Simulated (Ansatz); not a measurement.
# Mn: the cost of one run

Program: Ansatz 0.2.0. Level of theory: DFT PBE, scalar-relativistic, plane waves, PAW. These are calculated values, not measurements.

## 1. The starting structure

It takes space group Fm-3m (No. 225, cubic). Conventional cell: a = 3.797 Å, b = 3.797 Å, c = 3.797 Å, α = 90.00°, β = 90.00°, γ = 90.00°. Mn (site symmetry m-3m) has 12 Mn at 2.69 Å as nearest neighbours.

Structure file:

```
Mn
1.0
     0.00000    1.89872    1.89872
     1.89872    0.00000    1.89872
     1.89872    1.89872    0.00000
Mn
1
Direct
  0.00000 0.00000 0.00000
```

This is candidate A: fcc type (Fm-3m, No. 225).

(A quick probe on a coarse mesh, which set the mesh and smearing, is not shown.)

## 3. Rough relaxation on the coarse mesh (candidate A)

File input.yaml:

```yaml
crystal:
  lattice:
    - [0.0, 1.8987242364, 1.8987242364]
    - [1.8987242364, 0.0, 1.8987242364]
    - [1.8987242364, 1.8987242364, 0.0]
  atoms:
    - { symbol: Mn, position: [0.0, 0.0, 0.0], spin: 1.79 }
basis:
  ecutwfc: 420
kpoints:
  mp_grid: { grid: [8, 8, 8] }
hamiltonian:
  xc: pbe
scf:
  occupations: { method: gaussian, width: 0.1 }
  lower_state_search: "off"
output:
  forces: true
  stress: true
  eigenvalues: true
  populations: true
magnetization:
  spin_polarized: true
relax:
  adjacent_minimum: "off"
  f_tol: 0.04
  max_steps: 70
  cell: { stress_tol: 0.4 }
```

Q: Estimate wall time and peak memory on 1 thread of an x86-64 CPU, shared host.

About 7.8 s, with a peak of 0.3 GiB.
